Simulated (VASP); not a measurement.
# ZrSe2 (P-3m1) in VASP: notebook

The runs below take ZrSe2 through band structure, with HSE06, PBE.

All numbers are computed with VASP 6.6.1; they aren't measurements. Logs are shortened: lines on timing, memory, paths and dates and some standing lists are left out, and cuts for length are marked.

**What was measured.**

“Stress-Tuned Optical Transitions in Layered 1T-MX2 (M= Hf, Zr, Sn; X= S, Se) Crystals”, 2022, arxiv:2210.12074 quotes, for a bulk crystal of ZrSe2: band gap 1.2 eV (indirect).

The runs below are set against these values where they give the same quantity.

### Step 1. The crystal as given

The structure is trigonal, space group P-3m1 (No. 164). The conventional cell has a = 3.739 Å, b = 3.739 Å, c = 6.032 Å, α = 90.00°, β = 90.00°, γ = 120.00°. Zr (site symmetry -3m) is surrounded by 6 Se at 2.69 Å. Se (site symmetry 3m) has 3 Zr at 2.69 Å as nearest neighbours.

### Step 2. Band structure, HSE06, spin-orbit coupling, no magnetisation

File POSCAR:

```
ZrSe2                                   
1.0
    3.7385421554      0.0000000000      0.0000000000
   -1.8692710778      3.2376724797     -0.0000000000
    0.0000000000      0.0000000000      6.0321890971
  Zr              Se            
     1     2
Direct
     0.0000000000000000    1.0000000000000000    0.0000000000000000
     0.3333333332999970    0.6666666667000030    0.2650002707975563
     0.6666666667000030    0.3333333332999970    0.7349997292024436
```

File INCAR.step1:

```
PREC = Accurate
ENCUT = 520
EDIFF = 1E-5
ISMEAR = 0
SIGMA = 0.03
LREAL = F
LASPH = T
NELM = 80
ALGO = Normal
ISIF = 2
LWAVE = T
LCHARG = F
MAGMOM = 0 0 0 0 0 0 0 0 0
LORBIT = 11
LSORBIT = T
GGA_COMPAT = F
LMAXMIX = 4
KPAR = 4
GGA = PE
```

File INCAR.step2:

```
PREC = Accurate
ENCUT = 520
EDIFF = 1E-6
ISMEAR = 0
SIGMA = 0.03
LREAL = F
LASPH = T
NELM = 80
ALGO = Normal
ISIF = 2
LWAVE = F
LCHARG = F
MAGMOM = 0 0 0 0 0 0 0 0 0
LORBIT = 11
LSORBIT = T
GGA_COMPAT = F
LMAXMIX = 4
GGA = PE
LHFCALC = T
HFSCREEN = 0.2
PRECFOCK = Fast
KPAR = 4
ISTART = 1
```

File KPOINTS:

```
Automatic mesh
0
Gamma
  6 6 3
```

File KPOINTS_OPT:

```
explicit points
6
Reciprocal
 0.0000000000  0.0000000000  0.0000000000 1
 0.0000000000  0.0000000000  0.5000000000 1
 0.3333333333  0.3333333333  0.5000000000 1
 0.3333333333  0.3333333333  0.0000000000 1
 0.5000000000  0.0000000000  0.5000000000 1
 0.5000000000  0.0000000000  0.0000000000 1
```

Potentials or basis: VASP PAW PBE potentials, release 64 (Zr_sv, Se).

The run is started by

```
cat potpaw_PBE.64/Zr_sv/POTCAR potpaw_PBE.64/Se/POTCAR > POTCAR
cp INCAR.step1 INCAR
mpirun -np 4 vasp_ncl > vasp.out
cp INCAR.step2 INCAR
mpirun -np 4 vasp_ncl > vasp.out
```

OUTCAR:

```text
PREC = Accurate
   ENCUT = 520
   EDIFF = 1E-6
   ISMEAR = 0
   LREAL = F
   LASPH = T
   NELM = 80
   ISIF = 2
   LORBIT = 11
   LSORBIT = T
   GGA = PE
   LHFCALC = T
   HFSCREEN = 0.2
   PRECFOCK = Fast
   ISTART = 1

 ion  position               nearest neighbor table
   1  0.000  0.000  0.000-   2 2.69   3 2.69   3 2.69   2 2.69   3 2.69   2 2.69
   2  0.333  0.667  0.265-   1 2.69   1 2.69   1 2.69
   3  0.667  0.333  0.735-   1 2.69   1 2.69   1 2.69

  LATTYP: Found a hexagonal cell.
 ALAT       =     3.7385421554
 C/A-ratio  =     1.6135137298

  Lattice vectors:

 A1 = (   3.7385421554,   0.0000000000,   0.0000000000)
 A2 = (  -1.8692710778,   3.2376724797,   0.0000000000)
 A3 = (   0.0000000000,   0.0000000000,   6.0321890971)

Analysis of symmetry for initial positions (statically):
=====================================================================
 Subroutine PRICEL returns:
 Original cell was already a primitive cell.

 Routine SETGRP: Setting up the symmetry group for a
 hexagonal supercell.

 Subroutine GETGRP returns: Found 12 space group operations
 (whereof 12 operations were pure point group operations)
 out of a pool of 24 trial point group operations.

The static configuration has the point symmetry D_3d.

Analysis of symmetry for dynamics (positions and initial velocities):
=====================================================================
 Subroutine PRICEL returns:
 Original cell was already a primitive cell.

 Routine SETGRP: Setting up the symmetry group for a
 hexagonal supercell.

 Subroutine GETGRP returns: Found 12 space group operations
 (whereof 12 operations were pure point group operations)
 out of a pool of 24 trial point group operations.

The dynamic configuration has the point symmetry D_3d.

Analysis of structural, dynamic, and magnetic symmetry:
=====================================================================
 Subroutine PRICEL returns:
 Original cell was already a primitive cell.

 Routine SETGRP: Setting up the symmetry group for a
 hexagonal supercell.

 Subroutine GETGRP returns: Found 12 space group operations
 (whereof 12 operations were pure point group operations)
[... 763 lines left out ...]
  -------------------------------------------------------------------------------------
  Total        0.7999570      0.7999570      0.3874411     -0.0000000      0.0000000     -0.0000000
  in kB       17.5536347     17.5536347      8.5017075     -0.0000000      0.0000000     -0.0000000
  external PRESSURE =      14.5363257 kB  Pullay stress =       0.0000000 kB

 VOLUME and BASIS-vectors are now :
 -----------------------------------------------------------------------------
  energy-cutoff  :      520.00
  volume of cell :       73.01
      direct lattice vectors                 reciprocal lattice vectors
     3.738542155  0.000000000  0.000000000     0.267483944  0.154431927  0.000000000
    -1.869271078  3.237672480  0.000000000     0.000000000  0.308863854  0.000000000
     0.000000000  0.000000000  6.032189097     0.000000000  0.000000000  0.165777296

 POSITION                                       TOTAL-FORCE (eV/Angst)
 -----------------------------------------------------------------------------------
      0.00000      0.00000      0.00000        -0.000000      0.000000     -0.000000
     -0.00000      2.15845      1.59853         0.000000      0.000000     -0.332423
      1.86927      1.07922      4.43366        -0.000000      0.000000      0.332423
 -----------------------------------------------------------------------------------
    total drift:                               -0.000000      0.000000     -0.000000

  FREE ENERGIE OF THE ION-ELECTRON SYSTEM (eV)
  ---------------------------------------------------
  free  energy   TOTEN  =       -23.4527426454 eV

  energy  without entropy=      -23.4527426454  energy(sigma->0) =      -23.45274265

 Spin-Orbit-Coupling matrix elements

 Ion:    1  E_soc:     -0.1400683
 l=   1
     0.0000000    -0.0223379    -0.0223510
    -0.0223379     0.0000000    -0.0223379
    -0.0223510    -0.0223379     0.0000000
 l=   2
     0.0000000    -0.0002623     0.0000000    -0.0002623    -0.0006364
    -0.0002623     0.0000000    -0.0004736    -0.0003746    -0.0002623
     0.0000000    -0.0004736     0.0000000    -0.0004736     0.0000000
    -0.0002623    -0.0003746    -0.0004736     0.0000000    -0.0002623
    -0.0006364    -0.0002623     0.0000000    -0.0002623     0.0000000
 l=   3
     0.0000000     0.0000000     0.0000000     0.0000000     0.0000000     0.0000000     0.0000000
     0.0000000     0.0000000     0.0000000     0.0000000     0.0000000     0.0000000     0.0000000
     0.0000000     0.0000000     0.0000000     0.0000000     0.0000000     0.0000000     0.0000000
     0.0000000     0.0000000     0.0000000     0.0000000     0.0000000     0.0000000     0.0000000
[... 29 lines left out ...]
 l=   2
     0.0000000     0.0000009     0.0000000     0.0000009     0.0000016
     0.0000009     0.0000000     0.0000058     0.0000054     0.0000009
     0.0000000     0.0000058     0.0000000     0.0000058     0.0000000
     0.0000009     0.0000054     0.0000058     0.0000000     0.0000009
     0.0000016     0.0000009     0.0000000     0.0000009     0.0000000
 l=   3
     0.0000000     0.0000000     0.0000000     0.0000000     0.0000000     0.0000000     0.0000000
     0.0000000     0.0000000     0.0000000     0.0000000     0.0000000     0.0000000     0.0000000
     0.0000000     0.0000000     0.0000000     0.0000000     0.0000000     0.0000000     0.0000000
     0.0000000     0.0000000     0.0000000     0.0000000     0.0000000     0.0000000     0.0000000
     0.0000000     0.0000000     0.0000000     0.0000000     0.0000000     0.0000000     0.0000000
     0.0000000     0.0000000     0.0000000     0.0000000     0.0000000     0.0000000     0.0000000
     0.0000000     0.0000000     0.0000000     0.0000000     0.0000000     0.0000000     0.0000000

 total charge

# of ion       s       p       d       tot
------------------------------------------
    1        2.168   6.020   1.370   9.558
    2        1.476   2.455   0.030   3.961
    3        1.476   2.455   0.030   3.961
--------------------------------------------------
tot          5.121  10.929   1.431  17.481

 magnetization (x)

# of ion       s       p       d       tot
------------------------------------------
    1        0.000   0.000  -0.000  -0.000
    2       -0.000  -0.000   0.000  -0.000
    3       -0.000   0.000   0.000   0.000
--------------------------------------------------
tot         -0.000   0.000  -0.000  -0.000

 magnetization (y)

# of ion       s       p       d       tot
------------------------------------------
    1        0.000   0.000   0.000   0.000
    2       -0.000   0.000   0.000   0.000
    3       -0.000   0.000   0.000   0.000
--------------------------------------------------
tot         -0.000   0.000   0.000   0.000

 magnetization (z)

# of ion       s       p       d       tot
------------------------------------------
    1       -0.000  -0.000  -0.000  -0.000
    2        0.000   0.000   0.000   0.000
    3        0.000   0.000   0.000   0.000
--------------------------------------------------
tot         -0.000  -0.000  -0.000  -0.000
```

OUTCAR.step1:

```text
PREC = Accurate
   ENCUT = 520
   EDIFF = 1E-5
   ISMEAR = 0
   LREAL = F
   LASPH = T
   NELM = 80
   ISIF = 2
   LORBIT = 11
   LSORBIT = T
[... 921 lines left out ...]

# of ion       s       p       d       tot
------------------------------------------
    1        0.000   0.000   0.000   0.000
    2        0.000   0.000   0.000   0.000
    3        0.000   0.000   0.000   0.000
--------------------------------------------------
tot          0.000   0.000   0.000   0.000

 magnetization (z)

# of ion       s       p       d       tot
------------------------------------------
    1       -0.000  -0.000   0.000   0.000
    2        0.000   0.000   0.000   0.000
    3        0.000   0.000   0.000   0.000
--------------------------------------------------
tot         -0.000  -0.000   0.000   0.000
```

OSZICAR.step1:

```text
N       E                     dE             d eps       ncg     rms          rms(c)
DAV:   1     0.190269412796E+03    0.19027E+03   -0.11409E+04  1096   0.137E+03
DAV:   2    -0.577446814186E+01   -0.19604E+03   -0.18834E+03  1360   0.333E+02
DAV:   3    -0.202742996852E+02   -0.14500E+02   -0.14291E+02  1680   0.773E+01
DAV:   4    -0.211244021843E+02   -0.85010E+00   -0.84841E+00  1624   0.157E+01
DAV:   5    -0.211474275901E+02   -0.23025E-01   -0.23023E-01  1496   0.228E+00    0.139E+01
DAV:   6    -0.196671149804E+02    0.14803E+01   -0.44663E+00  1200   0.143E+01    0.563E+00
DAV:   7    -0.196132796967E+02    0.53835E-01   -0.57512E-01  1568   0.440E+00    0.271E+00
DAV:   8    -0.196142446575E+02   -0.96496E-03   -0.10308E-01  1368   0.196E+00    0.687E-01
DAV:   9    -0.196154257869E+02   -0.11811E-02   -0.90538E-03  1352   0.739E-01    0.406E-01
DAV:  10    -0.196157385991E+02   -0.31281E-03   -0.93384E-04  1584   0.249E-01    0.111E-01
DAV:  11    -0.196158115381E+02   -0.72939E-04   -0.98557E-05  1360   0.882E-02    0.443E-02
DAV:  12    -0.196158102462E+02    0.12919E-05   -0.12033E-05  1080   0.246E-02
   1 F= -.19615810E+02 E0= -.19615497E+02  d E =-.627381E-03  mag=    -0.0000    -0.0000    -0.0000
```

It took 37 min on 4 MPI ranks of Intel Xeon 6975P-C (Granite Rapids), shared host; peak memory 0.53 GiB.

What came out:

```yaml
Free_energy: -23.4527 eV
Pressure: 1.5 GPa
Largest_force: 0.332 eV/Å
Valence_electrons_inside_the_program's_atomic_spheres: Zr 9.56; Se 3.96
```

Forces on the atoms (eV/Å):
```
Zr   0.000  0.000  0.000
Se   0.000  0.000 -0.332
Se   0.000  0.000  0.332
```

Stress tensor (GPa, compression positive):
```
1.76 0.00 0.00
0.00 1.76 0.00
0.00 0.00 0.85
```

Caveat: the PAW data sets were made with another functional, which shifts forces and pressure a little.

(Continued in part 2 of 2.)
